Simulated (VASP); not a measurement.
# HfS$_{2}$ (strained 1T (CdI2) bulk): a PBE single-point calculation in VASP

INCAR

```
GGA = PE
NELM = 120
PREC = Accurate
LREAL = .FALSE.
LWAVE = .FALSE.
EDIFF = 1E-7
ISIF = 2
ENCUT = 520
NBANDS = 18
ISMEAR = -1
SIGMA = 0.02
LCHARG = .FALSE.
NSW = 0
IBRION = -1
LASPH = .TRUE.
```

KPOINTS

```
KPOINTS created by Atomic Simulation Environment
0
Gamma
12 12 4
0 0 0
```

KPOINTS_OPT

```
special points
9
Reciprocal
0.0000000000 0.0000000000 0.0000000000 1
0.5000000000 0.0000000000 0.0000000000 1
0.3333333333 0.3333333333 0.0000000000 1
0.0000000000 0.0000000000 0.5000000000 1
0.5000000000 0.0000000000 0.5000000000 1
0.3333333333 0.3333333333 0.5000000000 1
0.0000000000 0.2500000000 0.2500000000 1
-0.1093750000 0.0520830000 0.0000000000 1
0.0000000000 0.5000000000 0.5000000000 1
```

POSCAR

```
Hf S
 1.0000000000000000
     3.6665989158165817    0.0000000000000000    0.0000000000000000
    -1.8332994579082909    3.1753678065856401    0.0000000000000000
     0.0000000000000000    0.0000000000000000    5.9371417353000000
 Hf  S
   1   2
Cartesian
  0.0000000000000000  0.0000000000000000 -0.0000000000000000
 -0.0000000000000000  2.1169118710570931  1.4238086168939568
  1.8332994579082906  1.0584559355285466  4.5133331184060426
```

VASP ran with the recommended PBE PAW datasets (22 valence electrons in the cell).

Command

```
mpirun -np 1 vasp_std
```

OSZICAR

```
N       E                     dE             d eps       ncg     rms          rms(c)
DAV:   1     0.937641142896E+02    0.93764E+02   -0.10846E+04  2484   0.108E+03
DAV:   2    -0.190832114480E+02   -0.11285E+03   -0.10934E+03  3236   0.235E+02
DAV:   3    -0.247115659852E+02   -0.56284E+01   -0.56059E+01  3328   0.452E+01
DAV:   4    -0.247807389527E+02   -0.69173E-01   -0.69122E-01  3382   0.581E+00
DAV:   5    -0.247821434454E+02   -0.14045E-02   -0.14044E-02  3288   0.777E-01    0.480E+01
DAV:   6    -0.229970020433E+02    0.17851E+01   -0.43453E+00  2734   0.101E+01    0.358E+01
DAV:   7    -0.229621329880E+02    0.34869E-01   -0.15961E+00  3000   0.707E+00    0.413E+00
DAV:   8    -0.229043071577E+02    0.57826E-01   -0.27688E-01  2704   0.283E+00    0.167E+00
DAV:   9    -0.229012871601E+02    0.30200E-02   -0.25329E-02  3116   0.942E-01    0.737E-01
DAV:  10    -0.229013869059E+02   -0.99746E-04   -0.32283E-03  2894   0.292E-01    0.412E-01
DAV:  11    -0.229014517674E+02   -0.64861E-04   -0.92369E-05  3180   0.711E-02    0.908E-02
DAV:  12    -0.229014578725E+02   -0.61051E-05   -0.18671E-05  2872   0.229E-02    0.180E-02
DAV:  13    -0.229014601170E+02   -0.22445E-05   -0.55004E-06  3014   0.125E-02    0.382E-03
DAV:  14    -0.229014603201E+02   -0.20310E-06   -0.92516E-07  3258   0.555E-03    0.446E-03
DAV:  15    -0.229014603736E+02   -0.53545E-07   -0.19086E-08  1768   0.826E-04
   1 F= -.22901460E+02 E0= -.22901460E+02  d E =-.590863E-12
       N       E                     dE             ncg
DAV:   1     0.236532551185E+04   -0.52305E+04      340
DAV:   2     0.143278213864E+04   -0.93254E+03      442
DAV:   3     0.138846680121E+04   -0.44315E+02      398
DAV:   4     0.138775201662E+04   -0.71478E+00      452
DAV:   5     0.138773796242E+04   -0.14054E-01      416
DAV:   6     0.138773752263E+04   -0.43980E-03      428
DAV:   7     0.138773750510E+04   -0.17523E-04      438
DAV:   8     0.138773750433E+04   -0.77818E-06      412
DAV:   9     0.138773750429E+04   -0.32869E-07      344
```

From OUTCAR

```
k-points           NKPTS =     69   k-points in BZ     NKDIM =     69   number of bands    NBANDS=     18

   NELECT =      22.0000    total number of electrons

   dimension x,y,z NGX =    28 NGY =   28 NGZ =   48
   dimension x,y,z NGXF=    56 NGYF=   56 NGZF=   96

  energy-cutoff  :      520.00
  volume of cell :       69.12
      direct lattice vectors                 reciprocal lattice vectors
     3.666598916  0.000000000  0.000000000     0.272732312  0.157462074  0.000000000
    -1.833299458  3.175367807  0.000000000     0.000000000  0.314924148  0.000000000
     0.000000000  0.000000000  5.937141735     0.000000000  0.000000000  0.168431216

 k-points in reciprocal lattice and weights: KPOINTS created by Atomic Simulation Env
   0.00000000  0.00000000  0.00000000       0.002
   0.08333333  0.00000000  0.00000000       0.010
   0.16666667  0.00000000  0.00000000       0.010
   0.25000000  0.00000000  0.00000000       0.010
   0.33333333  0.00000000  0.00000000       0.010
   0.41666667  0.00000000  0.00000000       0.010
   0.50000000  0.00000000  0.00000000       0.005
   0.08333333  0.08333333  0.00000000       0.010
   ...

 E-fermi :   3.4917

 k-point     1 :       0.0000    0.0000    0.0000
  band No.  band energies     occupation
      1     -27.8070      2.00000
      2     -27.6949      2.00000
      3     -27.6949      2.00000
      4     -10.0107      2.00000
      5      -8.3364      2.00000
      6      -1.5920      2.00000
      7       0.1783      2.00000
      8       0.1783      2.00000
      9       2.8654      2.00000
     10       2.8654      2.00000
     11       2.9886      2.00000
     12       4.9496      0.00000
     13       4.9496      0.00000
     14       5.6589      0.00000
     15       8.4475      0.00000
     16       8.4556      0.00000
     17       8.4556      0.00000
     18       8.7513      0.00000

 k-point     2 :       0.0833    0.0000    0.0000
  band No.  band energies     occupation
      1     -27.8048      2.00000
      2     -27.7067      2.00000
      3     -27.6975      2.00000
      4      -9.9322      2.00000
      5      -8.3508      2.00000
      6      -1.4967      2.00000
      7       0.0897      2.00000
      8       0.2217      2.00000
      9       2.3550      2.00000
     10       2.6678      2.00000
     11       3.0140      2.00000
     12       4.9913      0.00000
     13       5.1894      0.00000
     14       5.7833      0.00000
     15       8.0837      0.00000
     16       8.4288      0.00000
     17       8.7834      0.00000
     18       9.4488      0.00000

 k-point     3 :       0.1667    0.0000    0.0000
  band No.  band energies     occupation
      1     -27.7987      2.00000
      2     -27.7388      2.00000
      3     -27.7048      2.00000
      4      -9.7107      2.00000
      5      -8.3897      2.00000
      6      -1.2276      2.00000
      7      -0.0894      2.00000
      8       0.3335      2.00000
      9       1.3432      2.00000
     10       2.2797      2.00000
     11       2.9370      2.00000
     12       4.8730      0.00000
     13       5.6805      0.00000
     14       6.0990      0.00000
     15       8.0152      0.00000
     16       8.4385      0.00000
     17       9.6147      0.00000
     18      10.4110      0.00000

 k-point     4 :       0.2500    0.0000    0.0000
  band No.  band energies     occupation
      1     -27.7913      2.00000
      2     -27.7812      2.00000
      3     -27.7146      2.00000
      4      -9.3894      2.00000
      5      -8.4391      2.00000
      6      -0.8870      2.00000
      7      -0.2154      2.00000
      8       0.3733      2.00000
      9       0.4599      2.00000
     10       1.9336      2.00000
     11       2.5786      2.00000
     12       4.6549      0.00000
     13       6.1527      0.00000
     14       6.4709      0.00000
     15       8.3855      0.00000
     16       8.6176      0.00000
     17      10.4222      0.00000
     18      10.8777      0.00000

 k-point     5 :       0.3333    0.0000    0.0000
  band No.  band energies     occupation
      1     -27.8256      2.00000
      2     -27.7815      2.00000
      3     -27.7245      2.00000
      4      -9.0509      2.00000
      5      -8.4711      2.00000
      6      -1.0465      2.00000
      7      -0.0457      2.00000
      8      -0.0178      2.00000
      9       0.5335      2.00000
     10       1.7277      2.00000
     11       2.0144      2.00000
     12       4.4569      0.00000
     13       6.5250      0.00000
     14       6.8157      0.00000
     15       8.8578      0.00000
     16       8.9446      0.00000
     17      10.2618      0.00000
     18      10.8598      0.00000

 k-point     6 :       0.4167    0.0000    0.0000
  band No.  band energies     occupation
      1     -27.8567      2.00000
      2     -27.7754      2.00000
      3     -27.7317      2.00000
      4      -8.8272      2.00000
      5      -8.4399      2.00000
      6      -1.5649      2.00000
      7       0.0586      2.00000
      8       0.3842      2.00000
      9       0.5389      2.00000
     10       1.4457      2.00000
     11       1.6570      2.00000
     12       4.3292      0.00000
     13       6.7992      0.00000
     14       6.9356      0.00000
     15       9.0156      0.00000
     16       9.2490      0.00000
     17      10.2037      0.00000
     18      10.5601      0.00000

 k-point     7 :       0.5000    0.0000    0.0000
  band No.  band energies     occupation
      1     -27.8680      2.00000
      2     -27.7732      2.00000
      3     -27.7343      2.00000
      4      -8.7719      2.00000
      5      -8.3933      2.00000
      6      -1.7784      2.00000
      7       0.1751      2.00000
      8       0.5298      2.00000
      9       0.5900      2.00000
     10       1.1530      2.00000
     11       1.6468      2.00000
     12       4.2858      0.00000
     13       6.8852      0.00000
     14       6.9113      0.00000
     15       9.3050      0.00000
     16       9.3705      0.00000
     17       9.6546      0.00000
     18      10.8740      0.00000

 k-point     8 :       0.0833    0.0833    0.0000
  band No.  band energies     occupation
      1     -27.8006      2.00000
      2     -27.7281      2.00000
      3     -27.7031      2.00000
      4      -9.7821      2.00000
      5      -8.3775      2.00000
      6      -1.3129      2.00000
      7      -0.0375      2.00000
      8       0.2895      2.00000
      9       1.6831      2.00000
     10       2.3007      2.00000
     11       2.9872      2.00000
     12       5.2029      0.00000
     13       5.2428      0.00000
     14       6.0613      0.00000
     15       8.0665      0.00000
     16       8.2487      0.00000
     17       9.4656      0.00000
     18      10.1832      0.00000

 k-point     9 :       0.1667    0.0833    0.0000
  band No.  band energies     occupation
      1     -27.7935      2.00000
      2     -27.7642      2.00000
      3     -27.7132      2.00000
      4      -9.5090      2.00000
      5      -8.4225      2.00000
      6      -0.9829      2.00000
      7      -0.1809      2.00000
      8       0.3420      2.00000
      9       0.8153      2.00000
     10       1.8633      2.00000
     11       2.7690      2.00000
     12       5.0145      0.00000
     13       5.6929      0.00000
     14       6.4699      0.00000
     15       8.1008      0.00000
     16       8.4640      0.00000
     17      10.4045      0.00000
     18      10.9974      0.00000

 k-point    10 :       0.2500    0.0833    0.0000
  band No.  band energies     occupation
      1     -27.8059      2.00000
      2     -27.7846      2.00000
      3     -27.7249      2.00000
      4      -9.1724      2.00000
      5      -8.4670      2.00000
      6      -0.7826      2.00000
      7      -0.1907      2.00000
      8      -0.0147      2.00000
      9       0.5402      2.00000
     10       1.5620      2.00000
     11       2.3167      2.00000
     12       4.8042      0.00000
     13       6.1232      0.00000
     14       6.8481      0.00000
     15       8.2090      0.00000
     16       9.1021      0.00000
     17      10.6590      0.00000
     18      11.1434      0.00000

 k-point    11 :       0.3333    0.0833    0.0000
  band No.  band energies     occupation
      1     -27.8412      2.00000
      2     -27.7775      2.00000
      3     -27.7351      2.00000
      4      -8.8787      2.00000
      5      -8.4741      2.00000
      6      -1.2606      2.00000
      7      -0.0902      2.00000
      8       0.2080      2.00000
      9       0.5465      2.00000
     10       1.4015      2.00000
     11       1.7637      2.00000
     12       4.6624      0.00000
     13       6.4931      0.00000
     14       6.9962      0.00000
     15       8.4996      0.00000
     16       9.4741      0.00000
     17      10.4072      0.00000
     18      10.8315      0.00000

 ...

  Total       -0.2237069     -0.2237069      0.7217499     -0.0000000      0.0000000      0.0000000
  in kB       -5.1850757     -5.1850757     16.7287106     -0.0000000      0.0000000      0.0000000
  external PRESSURE =       2.1195197 kB  Pullay stress =       0.0000000 kB

 POSITION                                       TOTAL-FORCE (eV/Angst)
 -----------------------------------------------------------------------------------
      0.00000      0.00000      0.00000        -0.000000      0.000000      0.000000
      0.00000      2.11691      1.42381        -0.000000      0.000000      0.044407
      1.83330      1.05846      4.51333         0.000000     -0.000000     -0.044407
 -----------------------------------------------------------------------------------
    total drift:                               -0.000000      0.000000     -0.000000

  FREE ENERGIE OF THE ION-ELECTRON SYSTEM (eV)
  ---------------------------------------------------
  free  energy   TOTEN  =       -22.9014603736 eV

  energy  without entropy=      -22.9014603736  energy(sigma->0) =      -22.90146037
```

- gap between bands v and c: 1.15 eV
- least direct gap: 1.93 eV
- pressure: 0.2 GPa
- largest force: 0.04 eV/Å

Band v is the last that the valence electrons fill when counted band by band, and c is the next.

The run took about 65 s on one core of a shared host (Intel Xeon Platinum 8488C) and held 0.27 GiB at most.
